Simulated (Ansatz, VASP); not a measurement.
This is a calculation of Sr for VASP 6.6.1.

Contents of INCAR:

```
ALGO = Normal
EDIFF = 1E-6
EDIFFG = -0.005
ENCUT = 600
GGA = PE
IBRION = 2
ISIF = 3
ISMEAR = -1
IVDW = 13
LASPH = True
LCHARG = False
LREAL = False
LWAVE = False
NELM = 80
NSW = 60
PREC = Accurate
SIGMA = 0.05
```

The input KPOINTS:

```
k-points
0
Gamma
  8 8 8
```

The input POSCAR:

```
Sr
1.0
   -3.7063582770      3.7063582770      2.0208764669
    3.7063582770     -3.7063582770      2.0208764669
    3.7063582770      3.7063582770     -2.0208764669
Sr
2
Direct
    0.0000000000      0.0000000000      0.0000000000
    0.7500000000      0.2500000000      0.5000000000
```

Potentials or basis: VASP PAW PBE potentials, release 64 (Sr_sv).

Launch:

```console
$ cat potpaw_PBE.64/Sr_sv/POTCAR > POTCAR
$ mpirun -np 1 vasp_std > vasp.out
```

Q: Set up the same calculation for Ansatz 0.2.0. Potentials there: Ansatz PAW.

A: As run (the cutoff follows the program's own potentials):

File input.yaml:

```yaml
crystal:
  lattice:
    - [-3.706358277, 3.706358277, 2.0208764669]
    - [3.706358277, -3.706358277, 2.0208764669]
    - [3.706358277, 3.706358277, -2.0208764669]
  atoms:
    - { symbol: Sr, position: [0.0, 0.0, 0.0] }
    - { symbol: Sr, position: [0.75, 0.25, 0.5] }
hamiltonian:
  xc: pbe
  pseudopotentials: { kind: paw }
  dispersion: d4
kpoints:
  mp_grid: { grid: [8, 8, 8] }
scf:
  occupations: { method: fermi_dirac, width: 0.05 }
output:
  forces: true
  stress: true
  eigenvalues: true
relax:
  f_tol: 0.01
  max_steps: 40
  cell: { stress_tol: 0.05 }
```

Potentials or basis: Ansatz PAW.

Launch:

```sh
$ ansatz run input.yaml --threads 2 --pin off --max-ram 5632MiB --backend cpu --events-out ev --progress --plain --runs-dir out
```

Both were run:

|  | VASP | Ansatz | Ansatz less VASP |
| --- | --- | --- | --- |
| gap on the k mesh at the Fermi level, each at its own relaxed structure (eV) | none | none | - |
| relaxed volume (Å³/atom) | 52.97 | 52.94 | -0.024 |
| relaxed cell length with the largest relative difference (Å) | 5.546 | 5.545 | -0.0006 |
| energy change over the relaxation (meV/atom) | -4 | -4 | -0.1 |

A gap of «none» marks a metal or a gap that the smearing closes.

Caveats: pairwise dispersion overbinds metals, which lowers pressure and volume; the plane-wave basis is chosen anew once the cell has moved, so the energies of steps on either side of that aren't comparable (Ansatz).
